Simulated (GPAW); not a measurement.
AlN:

```
Al N
1.0
     3.08863    0.00000    0.00000
     1.54432    2.67483    0.00000
     1.54432    0.89161    2.52186
Al N
1 1
Direct
  0.00000 0.00000 0.00000
  0.25000 0.25000 0.25000
```

Measurements of this composition are mostly on another form, of space group No. 186.

Base run:

* Program: GPAW 26.7.0
* Functional: GLLB-SC
* Potentials or basis: the program's PAW data sets (release 1.2.1) made for this functional
* Cutoff: 600 eV
* Basis: pw
* k mesh: 8 × 8 × 8
* Occupations: fermi-dirac, width 0.01 eV
* Spin: no spin polarisation

Its results: band gap on the k mesh, kohn-sham part alone 4.22 eV, indirect (least direct gap 4.63 eV).

Task: The run is repeated on the same cell with these changes: functional from GLLB-SC to PBE; potentials or basis from the program's PAW data sets (release 1.2.1) made for this functional to GPAW PAW data sets (gpaw-data 1.2.1). What comes out?

Result: Band gap on the k mesh 3.31 eV, indirect (least direct gap 4.18 eV).

Caveats: a model potential gives levels but no total energy (some runs).

A k mesh can miss the band edges.
